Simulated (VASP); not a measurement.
Runs of VASP 6.6.1 on Al16N15 (a cell with a defect). The cell holds a defect, 31 atoms: a = 6.220 Å, b = 6.220 Å, c = 9.960 Å, α = 90.00°, β = 90.00°, γ = 120.00°. 

| task | level | potentials or basis | fixed moment (μB) | cell | k mesh | mesh quality | moment (μB) | largest force (eV/Å) |
| --- | --- | --- | --- | --- | --- | --- | --- | --- |
| single point | LDA | VASP PAW LDA potentials, release 64 (Al, N) | 2 | as given | 3 × 3 × 2 | coarse | 2.00 | 0.12 |
| single point | PBEsol | VASP PAW PBE potentials, release 64 (Al, N) | 0 | as given | 3 × 3 × 2 | coarse | 0.00 | 0.77 |
| single point | PBEsol | VASP PAW PBE potentials, release 64 (Al, N) | 2 | as given | 4 × 4 × 2 | not flagged | 2.00 | (a) |
| single point | PBEsol | VASP PAW PBE potentials, release 64 (Al, N) | - | as given | 3 × 3 × 2 | not flagged | 0.00 | 0.77 |
| relaxation of the atoms | PBEsol | VASP PAW PBE potentials, release 64 (Al, N) | 2 | atoms relaxed from: atoms moved at random, drawn with an rms of 0.05 Å | 3 × 3 × 2 | coarse | 2.00 | 0.02 |

Alike in all rows: spin collinear, ferromagnetic start; cutoff (eV) 450; smearing gaussian 0.03 eV.

Question: Fill in the values left out.

Answer: (a) 0.17.

Caveats: some runs use coarse meshes; the total moment is fixed, so each spin has its own Fermi level (some runs); the PAW data sets were made with another functional, which shifts forces and pressure a little (some runs); the moment is held away from its start (some runs).
